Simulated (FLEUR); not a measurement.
Runs of FLEUR MaX-R8.1 (later development tree) on SiC (Moissanite). It takes space group P6_3mc (No. 186, hexagonal). The conventional cell has a = 3.076 Å, b = 3.076 Å, c = 5.048 Å, α = 90.00°, β = 90.00°, γ = 120.00°. Si (site symmetry 3m) is surrounded by 4 C at 1.87 to 1.94 Å. C (site symmetry 3m) has 4 Si at 1.87 to 1.94 Å as nearest neighbours. 

| task | level | gmax | muffin-tin radii | max iterations | mixing factor | mixer | kmax | gap on the mesh (eV) | V0 of scaled cells (Å³/atom) | B0 (GPa) |
| --- | --- | --- | --- | --- | --- | --- | --- | --- | --- | --- |
| equation of state | PBE | 15.1 1/bohr | Si 1.7, C 1.47 bohr | - | - | - | 4.88 1/bohr | - | 10.52 | 212 |
| equation of state | r2SCAN | 17.9 1/bohr | Si 1.7, C 1.47 bohr | - | - | - | 5.76 1/bohr | - | (a) | 227 |
| band structure | r2SCAN | 17.4 1/bohr | Si 1.75, C 1.52 bohr | 60 | 0.05 | Anderson | 5.6 1/bohr | (b) | - | - |
| band structure | PBE | 17.4 1/bohr | Si 1.75, C 1.52 bohr | 60 | 0.05 | Anderson | 5.6 1/bohr | 2.48 | - | - |
| single point | PBE | 15.1 1/bohr | Si 1.7, C 1.47 bohr | 60 | 0.05 | Anderson | 4.88 1/bohr | 2.48 | - | - |

Alike in all rows: potentials or basis all-electron, FLAPW; no spin polarisation; cell as given; k mesh 10 × 10 × 5; smearing fermi-dirac 0.05 eV.

Estimate the missing entries.

(a) 10.35; (b) 2.86.

Caveats: the cell was scaled at fixed shape and fractional positions, which overstates the stiffness of a crystal with free parameters, most of all of layers and chains (some runs); the meta-GGA is that of a development version, with a GGA for the radial functions and cores and without core tails (some runs); the mesh misses the band edges, which the band path finds closer together (some runs); the plane-wave cutoff is short for the semicore states, which can make moduli rough (some runs); an odd mesh through Γ misses points on the zone boundary, where band edges often lie (some runs).

Not every run made on this cell is shown here.
